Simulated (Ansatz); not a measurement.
Here is an Ansatz input file for LiBr, space group Fm-3m. Write the same calculation for the Python package.

```yaml
crystal:
  lattice:
    - [0.0, 2.75065, 2.75065]
    - [2.75065, 0.0, 2.75065]
    - [2.75065, 2.75065, 0.0]
  atoms:
    - { symbol: Li, position: [0.0, 0.0, 0.0] }
    - { symbol: Br, position: [0.5, 0.5, 0.5] }
basis:
  ecutwfc: 260.0
kpoints:
  mp_grid:
    grid: [6, 6, 6]
hamiltonian:
  xc: pbe
scf:
  self_checks: high
  occupations:
    method: fixed
phonons:
  method: dfpt
  qpoints:
    - [0.0, 0.0, 0.0]
    - [0.5, 0.0, 0.5]
    - [0.5, 0.5, 0.5]
```

Typed at the interpreter:
```pycon
>>> from pathlib import Path
>>> import warnings
>>> import ansatz as az
>>> from ase import Atoms
>>> import numpy as np
>>> FUNCTIONAL = "PBE"
>>> CUTOFF = 260
>>> FILLING = "Fixed"
>>> KMESH = (6, 6, 6)
>>> warnings.simplefilter("ignore", az.DeckWarning)
>>> atoms = Atoms(
...     ["Li", "Br"],
...     scaled_positions=[
...         (0.0, 0.0, 0.0),
...         (0.5, 0.5, 0.5),
...     ],
...     cell=[
...         (0.0, 2.75065, 2.75065),
...         (2.75065, 0.0, 2.75065),
...         (2.75065, 2.75065, 0.0),
...     ],
...     pbc=True,
... )
>>> structure = az.Crystal.from_ase(atoms)
>>> structure.resolved().sites[-1]
Site(symbol='Br', position=(0.5, 0.5, 0.5), moment=None, axis=None, held=None, saved=None)
>>> base = (
...     structure.calculation()
...     .functional(FUNCTIONAL)
...     .basis(CUTOFF)
...     .occupations(FILLING)
...     .scf(self_checks="high")
...     .kpoints(*KMESH)
...     .phonons("dfpt", points=[(0, 0, 0), (0.5, 0, 0.5), (0.5, 0.5, 0.5)])
... )
>>> out = base.run(runs_dir="runs")

>>> ph = out.phonons
>>> for q in ph.qpoints:
...     thz = np.asarray(q.omega_inv_cm) / 33.35641
...     print("q = ({:.2f}, {:.2f}, {:.2f})".format(*q.q_frac), np.round(thz, 2) + 0.0, "THz")
...
q = (0.00, 0.00, 0.00) [0.   0.   0.   4.29 4.29 4.29] THz
q = (0.50, 0.00, 0.50) [2.32 2.32 3.43 4.58 4.58 5.13] THz
q = (0.50, 0.50, 0.50) [ 1.86  1.86  3.68  5.15  5.15 10.39] THz
```

Notes:
- These settings explore the input space; cutoff and mesh may be short of convergence.
- The cutoff lies under the one recommended for these potentials.
- The cell isn't relaxed first, so the values belong to this volume.
- No non-analytic term is added, so at the zone centre the longitudinal optical modes of a polar crystal aren't split off.
- The starting cell is as deposited in a crystallographic database; the results hold for this polymorph, which needn't be the stable one.
- The structure is taken as given; imaginary modes can come from an unrelaxed or unstable start.
- The script silences the warnings on its input, which a real study should read.
- Hardware and time: 14 s on 1 thread of Arm Neoverse N1 (shared host), peak memory 0.43 GiB.

(Lines on the test bed's own set-up are left out of the output.)
